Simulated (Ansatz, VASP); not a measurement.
**One calculation of AlRu, two programs**

```
CELL_PARAMETERS angstrom
3.00408 0.00000 0.00000
0.00000 3.00408 0.00000
0.00000 0.00000 3.00408
ATOMIC_POSITIONS crystal
Al 0.00000 0.00000 0.00000
Ru 0.50000 0.50000 0.50000
```

Alike in both runs: task relaxation of cell and atoms; functional PBE; k mesh 14 × 14 × 14; occupations fermi-dirac, width 0.15 eV; no spin polarisation.

|  | VASP | Ansatz |
| --- | --- | --- |
| version | VASP 6.6.1 | Ansatz 0.2.0 |
| potentials or method | VASP PAW PBE potentials, release 64 (Al, Ru_pv) | scalar-relativistic, plane waves, PAW |
| plane-wave cutoff (eV) | 600 | 420 |
| valence electrons in the cell | 17 | 19 |

|  | VASP | Ansatz | Ansatz less VASP |
| --- | --- | --- | --- |
| gap on the k mesh at the Fermi level, each at its own relaxed structure (eV) | none | none | - |
| relaxed volume (Å³/atom) | 13.58 | 13.58 | +0.003 |
| relaxed cell length with the largest relative difference (Å) | 3.006 | 3.006 | +0.0002 |

A gap of «none» marks a metal or a gap that the smearing closes. The two sets of potentials don't hold the same shells in valence.
